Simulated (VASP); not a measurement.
# Bi2Te3 (Tellurobismuthite) (P-1) in VASP: further runs

Runs on Bi2Te3 (Tellurobismuthite). Level: PBE. Tasks: single point.

Everything below comes from runs of VASP 6.6.1. Logs are shortened: lines on timing, memory, paths and dates and some standing lists are left out, and cuts for length are marked.

## Step 1: The crystal as given

The typed cell holds 5 atoms: a = 10.569 Å, b = 10.449 Å, c = 10.416 Å, α = 24.00°, β = 24.38°, γ = 24.09°.

## Step 2: Single point, PBE

The input, INCAR:

```
SYSTEM = Bi2Te3
PREC = Accurate
ENCUT = 520
EDIFF = 1E-6
ISMEAR = -1
SIGMA = 0.05
LREAL = .False.
LASPH = .True.
NELM = 100
ALGO = Fast
ISIF = 2
LWAVE = .False.
LCHARG = .False.
GGA = PE
NBANDS = 32
```

The input, KPOINTS:

```
Automatic mesh
0
Gamma
  5 5 5
  0 0 0
```

The input, POSCAR:

```
Bi2Te3
1.0
    2.3358974476      1.4206124734     10.2089057842
   -2.0501025524      1.3657874734     10.1540807842
    0.0954176049     -2.4051874466     10.1340134415
Bi Te
2 3
Direct
    0.4000000000      0.4000000000      0.4000000000
    0.6000000000      0.6000000000      0.6000000000
    0.0000000000      0.0000000000      0.0000000000
    0.2095000000      0.2095000000      0.2095000000
    0.7905000000      0.7905000000      0.7905000000
```

Potentials or basis: VASP PAW PBE potentials, release 64 (Bi_d, Te).

Command:

```sh
cat potpaw_PBE.64/Bi_d/POTCAR potpaw_PBE.64/Te/POTCAR > POTCAR
mpirun -np 1 vasp_std > vasp.out
```

OUTCAR:

```text
SYSTEM = Bi2Te3
   PREC = Accurate
   ENCUT = 520
   EDIFF = 1E-6
   ISMEAR = -1
   LREAL = .False.
   LASPH = .True.
   NELM = 100
   ISIF = 2
   GGA = PE

 ion  position               nearest neighbor table
   1  0.400  0.400  0.400-   5 3.05   5 3.07   5 3.11   3 3.21   3 3.24   3 3.29
   2  0.600  0.600  0.600-   4 3.05   4 3.07   4 3.11   3 3.21   3 3.24   3 3.29
   3  0.000  0.000  0.000-   2 3.21   1 3.21   1 3.24   2 3.24   2 3.29   1 3.29
   4  0.209  0.209  0.209-   2 3.05   2 3.07   2 3.11   5 3.60   5 3.64
   5  0.791  0.791  0.791-   1 3.05   1 3.07   1 3.11   4 3.60   4 3.64

  LATTYP: Found a triclinic cell.
 ALAT       =     4.3866852590
 B/A-ratio  =     0.9890504810
 C/A-ratio  =     2.5593891514
 COS(alpha) =     0.0026923713
 COS(beta)  =     0.3736171419
 COS(gamma) =     0.4835151123

  Lattice vectors:

 A1 = (   4.3860000000,   0.0548250000,   0.0548250000)
 A2 = (   2.1455201573,  -3.7709749200,  -0.0200673427)
 A3 = (   4.2905823951,   2.4600124466, -10.0791884415)

Analysis of symmetry for initial positions (statically):
=====================================================================
 Subroutine PRICEL returns:
 Original cell was already a primitive cell.

 Routine SETGRP: Setting up the symmetry group for a
 triclinic supercell.

 Subroutine GETGRP returns: Found  2 space group operations
 (whereof  2 operations were pure point group operations)
 out of a pool of  2 trial point group operations.

The static configuration has the point symmetry S_2 .

Analysis of symmetry for dynamics (positions and initial velocities):
=====================================================================
 Subroutine PRICEL returns:
 Original cell was already a primitive cell.

 Routine SETGRP: Setting up the symmetry group for a
 triclinic supercell.

 Subroutine GETGRP returns: Found  2 space group operations
 (whereof  2 operations were pure point group operations)
 out of a pool of  2 trial point group operations.

The dynamic configuration has the point symmetry S_2 .

 Subroutine INISYM returns: Found  2 space group operations
 (whereof  2 operations are pure point group operations),
 and found     1 'primitive' translations

----------------------------------------------------------------------------------------

                                     Primitive cell

  volume of cell :     169.2785

  direct lattice vectors                    reciprocal lattice vectors
     2.335897448  1.420612473 10.208905784     0.226038004  0.128454846  0.028358950
    -2.050102552  1.365787473 10.154080784    -0.230099132  0.134086169  0.033990273
     0.095417605 -2.405187447 10.134013442     0.002846304 -0.263755839  0.036051480

  length of vectors
    10.568647690 10.448619644 10.415961771     0.261530221  0.268477280  0.266223502

  position of ions in fractional coordinates (direct lattice)
     0.400000000  0.400000000  0.400000000
     0.600000000  0.600000000  0.600000000
     0.000000000  0.000000000  0.000000000
     0.209500000  0.209500000  0.209500000
     0.790500000  0.790500000  0.790500000

  ion indices of the primitive-cell ions
   primitive index   ion index
                 1           1
                 2           2
                 3           3
                 4           4
                 5           5

----------------------------------------------------------------------------------------

 KPOINTS: Automatic mesh

Automatic generation of k-mesh.
 Grid dimensions read from file:
 generate k-points for:    5    5    5

 Generating k-lattice:

  Cartesian coordinates                     Fractional coordinates (reciprocal lattice)
     0.045207601  0.025690969  0.005671790     0.200000000  0.000000000 -0.000000000
    -0.046019826  0.026817234  0.006798055    -0.000000000  0.200000000 -0.000000000
     0.000569261 -0.052751168  0.007210296    -0.000000000  0.000000000  0.200000000

  Length of vectors
     0.052306044  0.053695456  0.053244700

  Shift w.r.t. Gamma in fractional coordinates (k-lattice)
     0.000000000  0.000000000  0.000000000

 Subroutine IBZKPT returns following result:
 ===========================================

 Found     63 irreducible k-points:

 Following reciprocal coordinates:
            Coordinates               Weight
  0.000000  0.000000  0.000000      1.000000
  0.200000  0.000000  0.000000      2.000000
  0.400000  0.000000 -0.000000      2.000000
 -0.000000  0.200000  0.000000      2.000000
  0.200000  0.200000  0.000000      2.000000
  0.400000  0.200000  0.000000      2.000000
[... 16 lines left out ...]
 -0.200000  0.200000  0.200000      2.000000
 -0.000000  0.400000  0.200000      2.000000
 [... further k-points ...]
   k-points           NKPTS =     63   k-points in BZ     NKDIM =     63   number of bands    NBANDS=     32
   number of dos      NEDOS =    301   number of ions     NIONS =      5
   total plane-waves  NPLWV = 512000
   dimension x,y,z NGX =    80 NGY =   80 NGZ =   80
   dimension x,y,z NGXF=   160 NGYF=  160 NGZF=  160
   ions per type =               2   3
   NGX,Y,Z   is equivalent  to a cutoff of  12.58, 12.73, 12.77 a.u.
   NGXF,Y,Z  is equivalent  to a cutoff of  25.17, 25.46, 25.54 a.u.
 SYSTEM =  Bi2Te3
   PREC   = accura    normal or accurate (medium, high low for compatibility)
   ISTART =      0    job   : 0-new  1-cont  2-samecut
   ICHARG =      2    charge: 1-file 2-atom 10-const
   ISPIN  =      1    spin polarized calculation?
   LNONCOLLINEAR =      F non collinear calculations
   LSORBIT =      F    spin-orbit coupling
   LASPH  =      T    aspherical Exc in radial PAW
   ENCUT  =  520.0 eV  38.22 Ry    6.18 a.u.  19.65 19.43 19.37*2*pi/ulx,y,z
   NELM   =    100;   NELMIN=  2; NELMDL= -5     # of ELM steps
   EDIFF  = 0.1E-05   stopping-criterion for ELM
   LREAL  =      F    real-space projection
   EDIFFG = 0.1E-04   stopping-criterion for IOM
   NSW    =      0    number of steps for IOM
   IBRION =     -1    ionic relax: 0-MD 1-quasi-New 2-CG
   NFREE  =      0    steps in history (QN), initial steepest desc. (CG)
   ISIF   =      2    stress and relaxation
   ISYM   =      2    0-nonsym 1-usesym 2-fastsym
   POTIM  = 0.5000    time-step for ionic-motion
   TEBEG  =    0.0;   TEEND  =   0.0 temperature during run
   PSTRESS=    0.0 pullay stress
   NELECT =      48.0000    total number of electrons
   NUPDOWN=      -1.0000    fix difference up-down
   EMIN   =  10.00;   EMAX   =-10.00  energy-range for DOS
   EFERMI =   0.00;   METHOD = LEGACY
   ISMEAR =    -1;   SIGMA  =   0.05  broadening in eV -4-tet -1-fermi 0-gaus
   EFERMI_NEDOS =   21; number of points for ismear=-14 and -15
   IALGO  =     68    algorithm
   IMIX   =      4    mixing-type and parameters
     AMIX     =   0.40;   BMIX     =  1.00
     AMIX_MAG =   1.60;   BMIX_MAG =  1.00
  volume/ion in A,a.u.               =      33.86       228.47
  Fermi-wavevector in a.u.,A,eV,Ry     =   1.075527  2.032451 15.738651  1.156758
  Thomas-Fermi vector in A             =   2.211386
   LORBIT       =      0    0 simple, 1 ext, 2 COOP (PROOUT), +10 PAW based schemes
   GGA     = PE    functional components
   LHFCALC =     F    Hartree Fock is set to
   AEXX    =    0.0000 exact exchange contribution
   IVDW    =     0    specifies the selected vdW correction
   LEPSILON=     F    determine dielectric tensor
   LRPA    =     F    only Hartree local field effects (RPA)
 non-spin polarized calculation
 RMM-DIIS sequential band-by-band and
  energy-cutoff  :      520.00
  volume of cell :      169.28
 maximum number of plane-waves:      4583
   NGX = 39   NGY = 39   NGZ = 39

 number of electron      48.0000004 magnetization

 Free energy of the ion-electron system (eV)
  ---------------------------------------------------
  ext. energy  EPLUGINS =         0.00000000
  ---------------------------------------------------
  free energy    TOTEN  =       -18.30658533 eV

  energy without entropy =      -18.30612162  energy(sigma->0) =      -18.30635347

 E-fermi :   6.3590     XC(G=0):  -9.3318

 val. band max:        6.2291503649   @ k =   0.0000   0.0000   0.0000
 cond. band min:       6.4881407917   @ k =   0.0000   0.0000   0.0000
 fundamental gap:      0.2589904268
 Fermi energy:         6.3589781757

 k-point     1 :       0.0000    0.0000    0.0000
  band No.  band energies     occupation
      1     -16.9973      2.00000
      2     -16.9962      2.00000
      3     -16.9940      2.00000
      4     -16.9929      2.00000
      5     -16.9847      2.00000
      6     -16.9837      2.00000
[... 24 lines left out ...]
     31      11.0447      0.00000
     32      11.5798      0.00000

 k-point     2 :       0.2000    0.0000    0.0000
  band No.  band energies     occupation
      1     -16.9986      2.00000
      2     -16.9973      2.00000
      3     -16.9919      2.00000
      4     -16.9909      2.00000
      5     -16.9852      2.00000
      6     -16.9831      2.00000
[... 24 lines left out ...]
     31      10.1629      0.00000
     32      11.3524      0.00000

 k-point     3 :       0.4000    0.0000   -0.0000
  band No.  band energies     occupation
      1     -17.0030      2.00000
      2     -17.0010      2.00000
      3     -16.9898      2.00000
      4     -16.9895      2.00000
      5     -16.9874      2.00000
      6     -16.9865      2.00000
[... 24 lines left out ...]
     31      10.3713      0.00000
     32      11.0729      0.00000

 k-point     4 :      -0.0000    0.2000    0.0000
  band No.  band energies     occupation
      1     -16.9972      2.00000
      2     -16.9958      2.00000
      3     -16.9922      2.00000
      4     -16.9911      2.00000
      5     -16.9847      2.00000
      6     -16.9831      2.00000
[... 654 lines left out ...]
     31      10.9489      0.00000
     32      11.1045      0.00000

 k-point    23 :      -0.2000    0.2000    0.2000
  band No.  band energies     occupation
      1     -17.0030      2.00000
      2     -17.0010      2.00000
      3     -16.9898      2.00000
      4     -16.9895      2.00000
      5     -16.9874      2.00000
      6     -16.9865      2.00000
[... 24 lines left out ...]
     31      10.0015      0.00000
     32      11.3895      0.00000

 k-point    24 :      -0.0000    0.4000    0.2000
  band No.  band energies     occupation
      1     -16.9975      2.00000
      2     -16.9963      2.00000
      3     -16.9927      2.00000
      4     -16.9913      2.00000
      5     -16.9862      2.00000
      6     -16.9851      2.00000
[... 24 lines left out ...]
     31      10.6654      0.00000
     32      10.7718      0.00000

 [... further k-points ...]

------------------------ aborting loop because EDIFF is reached ----------------------------------------

  FORCE on cell =-STRESS in cart. coord.  units (eV):
  Direction    XX          YY          ZZ          XY          YZ          ZX
  --------------------------------------------------------------------------------------
  -------------------------------------------------------------------------------------
  Total        2.8487381      1.4319448      1.9787620     -0.1229329     -1.4477300     -0.7780486
  in kB       26.9625700     13.5529871     18.7284708     -1.1635279    -13.7023904     -7.3640289
  external PRESSURE =      19.7480093 kB  Pullay stress =       0.0000000 kB

 VOLUME and BASIS-vectors are now :
 -----------------------------------------------------------------------------
  energy-cutoff  :      520.00
  volume of cell :      169.28
      direct lattice vectors                 reciprocal lattice vectors
     2.335897448  1.420612473 10.208905784     0.226038004  0.128454846  0.028358950
    -2.050102552  1.365787473 10.154080784    -0.230099132  0.134086169  0.033990273
     0.095417605 -2.405187447 10.134013442     0.002846304 -0.263755839  0.036051480

 POSITION                                       TOTAL-FORCE (eV/Angst)
 -----------------------------------------------------------------------------------
      0.15249      0.15249     12.19880         0.037096      0.068211      0.005115
      0.22873      0.22873     18.29820        -0.037096     -0.068211     -0.005115
      0.00000      0.00000      0.00000         0.000000      0.000000     -0.000000
      0.07986      0.07986      6.38912         0.090444      0.166487      0.022863
      0.30135      0.30135     24.10788        -0.090444     -0.166487     -0.022863
 -----------------------------------------------------------------------------------
    total drift:                               -0.000000     -0.000000     -0.000000

  FREE ENERGIE OF THE ION-ELECTRON SYSTEM (eV)
  ---------------------------------------------------
  free  energy   TOTEN  =       -18.3065853291 eV

  energy  without entropy=      -18.3061216161  energy(sigma->0) =      -18.30635347
```

Wall time 24 min (1 thread of AMD EPYC 9R45 (Zen 5), shared host); peak memory 1.1 GiB.

What came out:

```yaml
Free_energy: -18.3066 eV
Pressure: 2.0 GPa
Largest_force: 0.191 eV/Å
Band_gap_on_the_k_mesh: 0.26 eV, direct
```

Forces in eV/Å, atoms in the order of the input:
```
Bi   0.037  0.068  0.005
Bi  -0.037 -0.068 -0.005
Te   0.000  0.000  0.000
Te   0.090  0.166  0.023
Te  -0.090 -0.166 -0.023
```

Stress tensor (GPa, compression positive):
```
 2.70 -0.12 -0.74
-0.12  1.36 -1.37
-0.74 -1.37  1.87
```

Caveat: spin-orbit coupling is left out, which as a rule narrows the gap of such compounds by several tenths of an eV; an odd mesh through Γ misses points on the zone boundary, where band edges often lie.

## Step 3: Single point, PBE

The input, INCAR:

```
SYSTEM = Bi2Te3
  PREC = Accurate
  ENCUT = 520
  EDIFF = 1E-6
  ISMEAR = -1
  SIGMA = 0.05
  LREAL = .FALSE.
  LASPH = .TRUE.
  NELM = 100
  ALGO = Fast
  ISIF = 2
  LWAVE = .FALSE.
  LCHARG = .FALSE.
  GGA = PE
  NBANDS = 32
```

The input, KPOINTS:

```
regular mesh
0
G
  5 5 5
  0 0 0
```

POSCAR, as its differences from that of step 2:

```diff
@@ -2,5 +2,5 @@
 1.0
-    2.3358974476      1.4206124734     10.2089057842
-   -2.0501025524      1.3657874734     10.1540807842
-    0.0954176049     -2.4051874466     10.1340134415
+    2.4787948952      1.5750958068     10.2521448985
+   -1.9072051048      1.4654458068     10.1424948985
+    0.1908352098     -2.2781166133     10.1023602130
 Bi Te
```

Potentials or basis: VASP PAW PBE potentials, release 64 (Bi_d, Te).

Command:

```sh
cat potpaw_PBE.64/Bi_d/POTCAR potpaw_PBE.64/Te/POTCAR > POTCAR
mpirun -np 1 vasp_std > vasp.out
```

Wall time 23 min (1 thread of AMD EPYC 9R45 (Zen 5), shared host); peak memory 1 GiB.

It converged, with:

```
Free energy            : -18.2175 eV
Pressure               : 2.1 GPa
Largest force          : 0.374 eV/Å
Band gap on the k mesh : 0.20 eV, direct
```

Forces on the atoms (eV/Å):
```
Bi   0.074  0.135  0.013
Bi  -0.074 -0.135 -0.013
Te   0.000  0.000  0.000
Te   0.185  0.325  0.010
Te  -0.185 -0.325 -0.010
```

Stress tensor (GPa, compression positive):
```
 3.42 -0.21 -1.55
-0.21  0.93 -2.65
-1.55 -2.65  2.01
```

Levels at points of the mesh, in eV from the valence-band top:
```tsv
k point	band 22	band 23	band 24	band 25	band 26	band 27
(0.00, 0.00, 0.00)	-0.95	-0.80	0.00	0.20	0.57	0.80
```

Caveat: spin-orbit coupling is left out, which as a rule narrows the gap of such compounds by several tenths of an eV; an odd mesh through Γ misses points on the zone boundary, where band edges often lie.
